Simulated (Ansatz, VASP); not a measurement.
One calculation of SiNi, two programs

```xyz
8
Lattice="4.4118 0.0000 0.0000 0.0000 4.4118 0.0000 0.0000 0.0000 4.4118" Properties=species:S:1:pos:R:3 pbc="T T T"
Ni    0.6596    0.6596    0.6596
Ni    2.8655    1.5463    3.7522
Ni    3.7522    2.8655    1.5463
Ni    1.5463    3.7522    2.8655
Si    3.7360    3.7360    3.7360
Si    1.5301    2.8816    0.6757
Si    0.6757    1.5301    2.8816
Si    2.8816    0.6757    1.5301
```

Change from the starting cell: volume scaled by 0.94.

Alike in both runs: task single point; functional PBEsol; k mesh 6 × 6 × 6; occupations fermi-dirac, width 0.05 eV; collinear spin, ferromagnetic start.

|  | VASP | Ansatz |
| --- | --- | --- |
| version | VASP 6.6.1 | Ansatz 0.2.0 |
| potentials or method | VASP PAW PBE potentials, release 64 (Ni, Si) | Ansatz PAW |
| plane-wave cutoff (eV) | 520 | 420 |
| valence electrons in the cell | 56 | 88 |

Ansatz gave:

- gap on the k mesh at the Fermi level (eV): none
- pressure (GPa): 8.2
- rms of the force components (eV/Å): 0.004
- net moment per atom (μB): 0.00

Problem. Which values does VASP return?

Solution. gap on the k mesh at the Fermi level (eV): none; pressure (GPa): 8.5; rms of the force components (eV/Å): 0.003; net moment per atom (μB): 0.00.

Atom by atom the forces differ by 0.001 eV/Å (rms over components). A gap of «none» marks a metal or a gap that the smearing closes. The two sets of potentials don't hold the same shells in valence.

Caveats: the PAW data sets were made with another functional, which shifts forces and pressure a little (VASP); the PAW data sets come from PBE, with cores solved anew for the run's functional, which leaves a small shift of forces and pressure (Ansatz); the starting moments weren't kept (Ansatz).
